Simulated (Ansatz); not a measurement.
# Co: converged, but where?

We look at Co: a measured crystal structure (space group Fm-3m, primitive cell doubled), with 2 atoms per cell. The computed pressure is over 10 GPa in size, so the cell is far from the computed equilibrium volume. Source: COD entry 9012940, which need not be the ambient phase.

Theory: DFT, PBE, PAW, plane waves, scalar-relativistic (Ansatz).

```yaml
crystal:
  lattice:
    - [3.5979, 1.79895, 1.79895]
    - [1.79895, 3.5979, 1.79895]
    - [1.79895, 1.79895, 3.5979]
  atoms:
    - { symbol: Co, position: [0.0, 0.0, 0.0], spin: 3.0 }
    - { symbol: Co, position: [0.5, 0.5, 0.5], spin: 3.0 }
  symmetry: { detect: false, time_reversal: true }
magnetization:
  spin_polarized: true
hamiltonian:
  xc: pbe
  pseudopotentials: { kind: paw }
basis:
  ecutwfc: 420
kpoints:
  mp_grid: { grid: [11, 11, 11] }
scf:
  occupations: { method: gaussian, width: 0.1 }
  lower_state_search: "off"
output:
  forces: true
  stress: true
```

Wall time and machine: 66 s on 2 threads of Arm Neoverse V1, on a shared host, peak memory 0.87 GiB.

The end of the output:

```
SCF converged after 12 iterations
an eigenvalue changed by more than its tolerance at an iteration that met the thresholds in force, so the SCF went on 1 time: the last check found none over its tolerance
Magnetization: 3.3423 μB (18.6711 up, 15.3289 down)
Absolute magnetization: 3.6774 μB (∫|ρ↑−ρ↓|, with the PAW one-centre terms)
Spin contamination: 0.0598 ħ² per cell (⟨S²⟩ above its minimum at these occupations)
Per-site moments (μB) at R_I (Å): [(1.7470, 1.0494), (1.7470, 1.0494)]
Free energy (F): -10252.214246 eV
Harris-Foulkes:  -10252.214246 eV  (|F-HF|=1.47e-10)
Internal energy: -10252.199321 eV  (E = F + TS)
E sigma→0 (E₀):  -10252.206783 eV
Entropy (-TS):   -0.014925 eV (-7.463 meV/atom)
Fermi energy:    17.298436 eV
--- Forces (eV/Å), atoms counted from 1 ---
  atom   1  Co    -0.00000003    -0.00000003    -0.00000003
  atom   2  Co     0.00000003     0.00000003     0.00000004
--- Stress (GPa, compression-positive) ---
      -12.206906       0.015979       0.015979
        0.015978     -12.206906       0.015979
        0.015979       0.015979     -12.206906
  P = ⅓ Tr σ = -12.2069 GPa (-122.069 kbar)
```

Site moments are taken inside atomic spheres and don't add up to the total.

Task: The run converged. Is this the lowest state of the cell, and if not, what lies lower and how is it reached?

Result: As far as the runs go, yes: it is the lowest of 3 states reached by 14 converged runs, and the next lies 224 meV/atom higher (antiferromagnetic, site moments Co1 1.33, Co2 -1.33 μB, total 0.00 μB per cell, no gap on the k-mesh). That doesn't prove a ground state. This multiple of the primitive cell fits some opposed orders; other multiples fit others. Orders that need a larger cell or non-collinear spins weren't tried.
